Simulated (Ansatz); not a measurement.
**CdI₂ (P-3m1): the band gap by level of theory**

All numbers come from the plane-wave code Ansatz. Calculated for a static, non-magnetic cell.

CdI₂ (P-3m1) from a database of computed structures, relaxed with r2SCAN+rVV10. The symmetry is P-3m1 (No. 164, trigonal); conventional cell a = 4.249 Å, c = 27.542 Å, 35.88 Å³ an atom. Around Cd lie 6 I at 3.00 Å; around Cd lie 6 I at 2.99–3.00 Å; around Cd lie 6 I at 2.99 Å; around I lie 3 Cd at 2.99 Å; around I lie 3 Cd at 3.00 Å.

Relaxed lattice by functional, symmetry kept:
```
  functional  k mesh  a (Å)   c (Å)  volume (Å³/atom)
  PBE-D3(BJ)   6×6×2  4.242  27.311             35.47
r2SCAN+rVV10   6×6×2  4.249  27.542             35.88
```

Gaps on the r2SCAN+rVV10 cell, each the least over its mesh and the special points:

| level | k mesh | gap (eV) | kind | edges | least direct gap (eV) |
| --- | --- | --- | --- | --- | --- |
| PBE+SOC | 12×12×2 | 1.94 | indirect | Γ → M | 2.14 |
| r2SCAN | 12×12×2 | 2.68 | indirect | Γ–M (0.25) → M | 2.83 |
| HSE06 | 6×6×1 | 3.19 | indirect | Γ–M (0.25) → M | 3.35 |
| PBE0 | 6×6×1 | 3.87 | indirect | Γ–M (0.25) → M | 4.04 |

Wave cutoffs: 420 eV, 500 eV (r2SCAN).
Points off the special ones are mesh points or PBE's searched band edges, reused at the other levels. PBE's own run along the path (2.25 eV) came before the search for the edges and missed one, so it isn't listed.

The HSE06 gap is indirect, 3.19 eV (Γ–M (0.25 of the way from Γ) to M), below the direct gap of 3.35 eV at M.

All these functionals give a gap of the same kind, indirect.

Only the levels marked +SOC include spin-orbit coupling.

The meshes of the hybrids are coarse, so their gaps aren't converged to the digits shown.
